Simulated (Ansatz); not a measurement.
# HfN (rocksalt): from the first guess to the electronic structure, part 2 of 2

What volume does HfN (rocksalt) take, and is it a metal or an insulator at this level? The pressure is brought towards zero step by step, and the electronic structure follows.

Ansatz 0.2.0; DFT r²SCAN, scalar-relativistic, plane waves, PAW (the target; the first runs use scalar-relativistic PBE). Earlier steps stand in the parts before.

## 9. A single point with the electronic structure

The input, input.yaml:

```yaml
crystal:
  lattice:
    - [0.0, 2.2623875418, 2.2623875418]
    - [2.2623875418, 0.0, 2.2623875418]
    - [2.2623875418, 2.2623875418, 0.0]
  atoms:
    - { symbol: Hf, position: [0.5, 0.5, 0.5] }
    - { symbol: "N", position: [0.0, 0.0, 0.0] }
basis:
  ecutwfc: 500
  ecutrho_ratio: 4
kpoints:
  mp_grid: { grid: [12, 12, 12] }
  band_path:
    path:
      - [[0.0, 0.0, 0.0], [0.5, 0.0, 0.5], [0.625, 0.25, 0.625]]
      - [[0.375, 0.375, 0.75], [0.0, 0.0, 0.0], [0.5, 0.5, 0.5], [0.5, 0.25, 0.75], [0.5, 0.0, 0.5]]
    npoints: 14
hamiltonian:
  xc: r2scan
scf:
  occupations: { method: gaussian, width: 0.05 }
  n_extra_bands: 11
output:
  forces: true
  stress: true
  eigenvalues: true
  populations: true
  dos: { projected: true, de: 0.02, nscf_kmesh: { grid: [18, 18, 18] } }
  bader: true
  write_density: true
  write_potential: true
  elf: true
  volumetric_format: npy
```

Started as:

```sh
> ansatz run input.yaml --threads 4 --pin off --max-ram 7168MiB --backend cpu --events-out ev --progress --plain --runs-dir out
```

What it wrote:

```text
Warning: RAYON_NUM_THREADS=4 ignored (pool sized by the plan → 4); use --threads N
scf.n_extra_bands = 11 over 16 filled bands (N_el = 31.0): the run solves 27 bands
Engine: ansatz 0.2.0, x86_64-unknown-linux-gnu
Pseudopotentials: kind: paw
Pseudopotential: Hf, paw, valence charge 26, recommended cutoff 500 eV (meta_gga), Hf.paw.azcp
Pseudopotential: N, paw, valence charge 5, recommended cutoff 500 eV (meta_gga), N.paw.azcp
Functional definition: r2SCAN
  parameter k0 = 0.174
  parameter k1 = 0.065
  parameter a1 = 4.9479
  exchange = r2scan_x(k0 = k0, k1 = k1, a1 = a1)
  correlation = r2scan_c
Crystal: 2 atoms, lattice volume = 23.160 Å³
Basis set: ecut = 500 eV, 609 PW (Γ), exchange–correlation on 96×96×96 points (64 copies of the dense FFT grid, shifted against one another)
Bands: 27, of which v1, the nominal top of the filled ones, is band 16 counted from 1 (15 counted from 0)
Symmetry: 48 space group operations
Space group: Fm-3m (ITA 225), of the structure as read, at distance tolerance 2.9e-5 Å
k-points: 72 of 1728
Non-local potential: Hf, projectors of the file, l = 0: 3, l = 1: 2, l = 2: 2, l = 3: 3
Non-local potential: N, projectors of the file, l = 0: 2, l = 1: 2, l = 2: 1
PAW form: soft (Blöchl's): semilocal exchange-correlation on the pseudo side does not see the compensation charge
PAW frozen core: Hf, regenerated for the run's functional (the file was generated under x = pbe(κ = 0.804, μ = 0.2195149727645171), c = pbe(β = 0.06672455060314922))
PAW frozen core: N, regenerated for the run's functional (the file was generated under x = pbe(κ = 0.804, μ = 0.2195149727645171), c = pbe(β = 0.06672455060314922))
PAW one-centre angular grid: Hf, 974 points (default); XC on 160 Gauss nodes
PAW one-centre angular grid: N, 302 points (default); XC on 160 Gauss nodes
Initial density: superposition of atomic densities (neutral atoms: chi_scale 0, normalization atom), corrected by the library's trained network
Initial wavefunctions: pseudopotential atomic-orbital guess
Functional: x = r2scan, c = r2scan; τ floored in thin density (d = 2e-4 eV/Å³)
SCF iter   1: F=—  HF=-16121.588943 eV  |F-HF|=—  |Δ(HF+E_count)|=         —  Δρ=1.12e-2  dr2=2.50e-2  dr2_τ=1.37e-1  ethr=1.77e-3  ⟨swp⟩=5.3  Hψ=8571  notcnv=0  defer=16
preconditioner: auto → none  [insulator: Δε(μ)=0.100 eV  Ē_g=27.985 eV  σ=0.050 eV  W_gap=0.84  n_scr=14 (ndim 8)  ℏωp=41.6 eV  f_vac=0.000  D(μ)=0.17/eV (n_scr^D=0)  ε∞_Penn≈3.2]
SCF iter   2: F=—  HF=-16121.641954 eV  |F-HF|=—  |Δ(HF+E_count)|=   5.30e-2  Δρ=5.11e-3  dr2=2.35e-3  dr2_τ=1.10e-3  ethr=8.07e-5  ⟨swp⟩=2.2  Hψ=4174  notcnv=0  defer=307
SCF iter   3: F=—  HF=-16121.641646 eV  |F-HF|=—  |Δ(HF+E_count)|=   3.08e-4  Δρ=3.08e-3  dr2=8.44e-4  dr2_τ=1.02e-4  ethr=7.59e-6  ⟨swp⟩=2.0  Hψ=2750  notcnv=0  defer=307
SCF iter   4: F=—  HF=-16121.641848 eV  |F-HF|=—  |Δ(HF+E_count)|=   2.02e-4  Δρ=1.13e-3  dr2=3.81e-4  dr2_τ=7.25e-5  ethr=2.72e-6  ⟨swp⟩=2.0  Hψ=2568  notcnv=0  defer=307
SCF iter   5: F=—  HF=-16121.641751 eV  |F-HF|=—  |Δ(HF+E_count)|=   9.74e-5  Δρ=2.82e-4  dr2=2.08e-5  dr2_τ=2.04e-6  ethr=1.23e-6  ⟨swp⟩=2.1  Hψ=2486  notcnv=0  defer=307
SCF iter   6: F=—  HF=-16121.641741 eV  |F-HF|=—  |Δ(HF+E_count)|=   1.05e-5  Δρ=5.02e-5  dr2=1.81e-7  dr2_τ=3.60e-8  ethr=6.70e-8  ⟨swp⟩=1.6  Hψ=2157  notcnv=0  defer=307
SCF iter   7: F=-16121.641741 eV  HF=-16121.641741 eV  |F-HF|=8.00e-10  |Δ(HF+E_count)|=   4.45e-7  Δρ=9.98e-6  dr2=1.84e-8  dr2_τ=2.15e-9  ethr=3.23e-10  ⟨swp⟩=12.2  Hψ=13640  notcnv=0
SCF 1 converged in 7 iterations: F = -16121.641741 eV  dr2 = 1.84e-8
NSCF: frozen V_eff on 86 k-points
NSCF: frozen V_eff on 195 k-points
SCF converged after 7 iterations
Free energy (F): -16121.641741 eV
Harris-Foulkes:  -16121.641741 eV  (|F-HF|=8.00e-10)
Internal energy: -16121.641622 eV  (E = F + TS)
E sigma→0 (E₀):  -16121.641681 eV
Entropy (-TS):   -0.000119 eV (-0.060 meV/atom)
Fermi energy:    23.949764 eV
--- Per-component energies (eV) ---
  E_band       = 159.656260
  E_kinetic    = 558.006825
  E_local      = -4735.803881  (includes V_loc(G=0)·N_el)
  E_nonlocal   = -1203.304242
  E_hartree    = 2249.705599
  E_xc         = -344.772270
  E_vxc        = -380.139947  (∫ρ·V_xc dr)
  E_paw        = -7080.831366  (= ΣΔE_a)
  E_vpaw       = 1402.282726  (= ΣTr[D̂ρ^β])
  E_aug_tail   = 0.000016  (compensation charges beyond the density's cutoff)
  E_vtau       = 19.201984  (kinetic-family band-sum trace: ∫τ·v_τ [+ j·A + Jᵃ·Aᵃ] dr)
  E_ewald      = -5564.934260
  E_core_change = 0.291957  (= ΣΔE_core)
  E_smearing   = -0.000119  (= −TS)
  E_closure    = 0.000000  (closes the sum)
  Σ components = -16121.641741   (vs F -16121.641741, Δ=0.00e0)
--- Forces (eV/Å), atoms counted from 1 ---
  atom   1  Hf     0.00000000    -0.00000000    -0.00000000
  atom   2  N     -0.00000000     0.00000000    -0.00000000
  max |Σ_I F_I| component: 6.71e-29 eV/Å
--- Stress (GPa, compression-positive) ---
        0.008764       0.000000      -0.000000
       -0.000000       0.008764       0.000000
       -0.000000      -0.000000       0.008764
  P = ⅓ Tr σ = 0.0088 GPa (0.088 kbar)
--- Band table (eV; the first three rows and the last of 72) ---
  k-point 0: bands = ["-40.8214", "-8.5645", "-8.5645", "-8.5645", "5.2415", "10.7644", "10.7644", "10.7644", "10.8021", "10.9027", "10.9027", "10.9027", "20.5982", "20.5982", "20.5982", "23.5742", "23.5742", "23.5742", "25.9133", "25.9436", "25.9436", "33.8878", "48.7128", "48.7128", "48.7128", "50.7386", "50.7386"]
  k-point 1: bands = ["-40.8172", "-8.6352", "-8.5700", "-8.5700", "5.3960", "10.7664", "10.7706", "10.7706", "10.8056", "10.8978", "10.8978", "10.9029", "19.9292", "20.1976", "20.1976", "23.7539", "23.8102", "23.8102", "26.4190", "26.4738", "26.4738", "34.4204", "46.6060", "47.5909", "47.5909", "51.1895", "51.1895"]
  k-point 2: bands = ["-40.8059", "-8.8231", "-8.5851", "-8.5851", "5.8224", "10.7757", "10.7880", "10.7880", "10.8157", "10.8849", "10.8849", "10.9035", "18.5719", "19.3673", "19.3673", "24.0603", "24.4137", "24.4137", "27.5893", "27.7611", "27.7611", "35.7958", "43.8015", "45.2210", "45.2210", "51.5221", "51.5221"]
  k-point 71: bands = ["-40.7386", "-9.1108", "-9.1108", "-8.9095", "6.8464", "10.8198", "10.8328", "10.8328", "10.8570", "10.8570", "10.8793", "10.9174", "17.3721", "18.0104", "18.0104", "25.0690", "25.0690", "29.4527", "29.5179", "30.3058", "35.0030", "36.8631", "36.8631", "40.0261", "44.4287", "44.4287", "47.3523"]
--- Löwdin populations: 2 sites ---
  site symbol       q [e]
     0     Hf     25.2227
     1      N      5.7195
  spilling = 0.001866 (of n_electrons = 31.000000)
--- Bader charges: 2 sites ---
  site symbol  charge [e]  shift [e]
     0     Hf      2.0234     0.0029
     1      N     -2.0234     0.0029
  estimated error of the sums over rays = 5.8e-4 e
```

Wall time 7.7 s (4 threads of AMD EPYC 7R43 (Zen 3), shared host); peak memory 0.45 GiB.

Read off: volume 11.580 Å³/atom, pressure 0.01 GPa, no gap.

Levels next to the Fermi level at the named points, in eV from the Fermi level:

```
point             filled           empty
    Γ  -0.38 -0.38 -0.38  1.96 1.99 1.99
    X  -4.09 -4.09 -3.91  4.11 5.49 5.49
    U  -6.03 -5.40 -0.89  3.92 4.45 6.08
    K  -6.03 -5.40 -0.89  3.92 4.45 6.08
    L  -9.35 -6.66 -6.66  3.31 3.71 3.71
    W  -6.58 -5.94 -5.94  1.12 1.12 5.50
```

Bands that cross the Fermi level on the path (counted from 0), with the number of crossings: 15: 4, 16: 3, 17: 3.

Counts of states by energy window, in eV from the Fermi level:

```
from  to  total  Hf 5d  N 2p
  -7  -6   1.54   0.44  1.01
  -6  -5   2.24   0.64  1.50
  -5  -4   0.77   0.17  0.58
  -4  -3   0.10   0.03  0.06
  -3  -2   0.15   0.11  0.04
  -2  -1   0.29   0.22  0.06
  -1   0   0.48   0.37  0.09
   0   1   0.65   0.50  0.11
   1   2   0.74   0.58  0.11
   2   3   1.03   0.80  0.13
   3   4   1.76   1.39  0.22
   4   5   1.61   1.26  0.16
   5   6   1.61   1.03  0.15
```

Below -7 eV the file holds 1.4 more states, down to its end at -10 eV.

The projection uses the shells of the potentials' files: it has no valence p orbitals on Hf, so such weight is missing from the shares.

Axes a, b and c in the maps are those of this run's conventional cell (a, b, c = 4.525, 4.525, 4.525 Å).

Density in a lattice plane of the grid's cell (edges 4.52 and 4.52 Å, at 0.000 of the third edge), which holds Hf and N.

Ten even steps from ' ' (0.19 e/Å³) to '@' (35.47 e/Å³):
```
                  ::==**##**==::                
                  ..::--==--::..                
                      ......                    
                                                
                                                
                                                
....                                          ..
==--::..                                  ..::--
##**==::                                  ::==**
@@%%++::                                  ::++%%
##**==::                                  ::==**
==--::..                                  ..::--
....                                          ..
                                                
                                                
                                                
                      ......                    
                  ..::--==--::..                
                  ::==**##**==::                
                  ::++%%@@%%++::                
```
Columns run along the first of these edges and rows up along the second, over one cell in 24 and 20 even steps from the bottom left corner. Atoms in the plane (fractional): Hf at (0.00, 0.50), Hf at (0.50, 0.00), N at (0.00, 0.00), N at (0.50, 0.50).

ELF in the same plane.

Ten even steps from ' ' (0.00) to '@' (0.84):
```
::==%%@@%%++::--**@@@@@@@@@@@@@@**--::++%%@@%%==
%%%%@@@@%%==::::==##@@@@@@@@@@%%==::::==%%@@@@%%
@@@@@@%%**==::..::++####%%####++::..::==**%%@@@@
****++++==--......::----==----::......--==++++**
::::::::..........::::::::::::::::......::::::::
==----::......--==++++******++++==--......::----
%%####++::..::==**%%@@@@@@@@@@%%**==::..::++####
@@@@@@##==::::==%%@@@@%%%%%%@@@@%%==::::==%%@@@@
@@@@@@@@**--::++%%@@%%==::==%%@@%%++::--**@@@@@@
%%@@@@@@**--::++%%@@**::  ::**@@%%++::--**@@@@@@
@@@@@@@@**--::++%%@@%%==::==%%@@%%++::--**@@@@@@
@@@@@@%%==::::==%%@@@@%%%%%%@@@@%%==::::==##@@@@
%%####++::..::==**%%@@@@@@@@@@%%**==::..::++####
==----::......--==++++******++++==--......::----
::::::::::......::::::::::::::::..........::::::
****++++==--......::----==----::......--==++++**
@@@@@@%%**==::..::++####%%####++::..::==**%%@@@@
%%%%@@@@%%==::::==%%@@@@@@@@@@##==::::==%%@@@@%%
::==%%@@%%++::--**@@@@@@@@@@@@@@**--::++%%@@%%==
  ::**@@%%++::--**@@@@@@%%@@@@@@**--::++%%@@**::
```
Columns run along the first of these edges and rows up along the second, over one cell in 24 and 20 even steps from the bottom left corner. Atoms in the plane (fractional): Hf at (0.00, 0.50), Hf at (0.50, 0.00), N at (0.00, 0.00), N at (0.50, 0.50).

Both are smooth fields of the valence electrons: close to the nuclei they are not physical.

The highest ELF values outside the cores: 0.81 in the shell around N, 0.7 Å from N.

## 10. Summary of results

What follows sums up all 2 parts. Changes of volume or cell count from the first structure of part 1.

| quantity | value |
| --- | --- |
| space group | Fm-3m (No. 225) |
| conventional cell | a = 4.525 Å, b = 4.525 Å, c = 4.525 Å, α = 90.00°, β = 90.00°, γ = 90.00° |
| volume | 11.580 Å³/atom |
| pressure | 0.01 GPa |
| gap | none (metal) |
| states at the Fermi level | 0.60 per eV per cell |
| Bader charges | Hf +2.02; N -2.02 e |
| highest ELF outside the cores | 0.81, about 0.7 Å from N |

From the first run shown, the volume went from 11.64 to 11.58 Å³/atom (-0.5 %) in 6 runs, where the pressure is zero within 0.01 GPa. r²SCAN puts the volume about 2 % below the PBE estimate, which also had a coarser mesh. Bands cross the Fermi level, so it is a metal at this level; the largest share of the states at the Fermi level is Hf 5d (80 % of the projected weight). The Bader partition leaves Hf most positive, at +2.02 e. Spin–orbit coupling is left out, though the cell holds Hf; in elements this heavy it can shift levels and gaps by tenths of an eV. Spin polarisation wasn't allowed in this run.
